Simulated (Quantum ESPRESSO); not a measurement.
The system is V.

```
CELL_PARAMETERS angstrom
2.60429 0.00000 0.00000
-1.30215 2.25538 0.00000
0.00000 0.00000 4.72334
ATOMIC_POSITIONS crystal
V 0.33333 0.66667 0.25000
V 0.66667 0.33333 0.75000
```

This isn't the form of V at room conditions, which is bcc.

| Quantity | Value |
| --- | --- |
| Program | Quantum ESPRESSO 7.5 |
| Task | relaxation of cell and atoms |
| Functional | PBEsol |
| Potentials or basis | GBRV 1.5 PBEsol |
| Cutoff | 612 eV |
| Density cutoff | 4898 eV |
| k mesh | 10 × 10 × 5 |
| Occupations | fermi-dirac, width 0.05 eV |
| Spin | collinear spin, ferromagnetic start |
| Starting moments | [2.0, 2.0] μB |

At the start: pressure -7.2 GPa; volume 13.87 Å³/atom.

Task: How do energy, volume and symmetry change on relaxing?

Result: Over 4 steps the energy falls by 12.9 meV/atom and the volume is 13.31 Å³/atom (-4.1 %); space group P6_3/mmc (No. 194, to 0.05 Å); moment 0.00 μB per cell.

The path:
```tsv
step	energy change (eV)	largest force (eV/Å)	pressure (GPa)	volume (Å³)
1	0.0000	0.0000	-7.18	27.74
2	-0.0139	0.0000	-5.02	27.38
3	-0.0257	0.0000	0.22	26.58
4	-0.0258	0.0000	-0.01	26.61
```

Final structure:
```yaml
crystal:
  lattice:
    - [2.56817, 0.00000, 0.00000]
    - [-1.28408, 2.22410, 0.00000]
    - [0.00000, 0.00000, 4.65874]
  atoms:
    - { symbol: V, position: [0.33333, 0.66667, 0.25000] }
    - { symbol: V, position: [0.66667, 0.33333, 0.75000] }
```
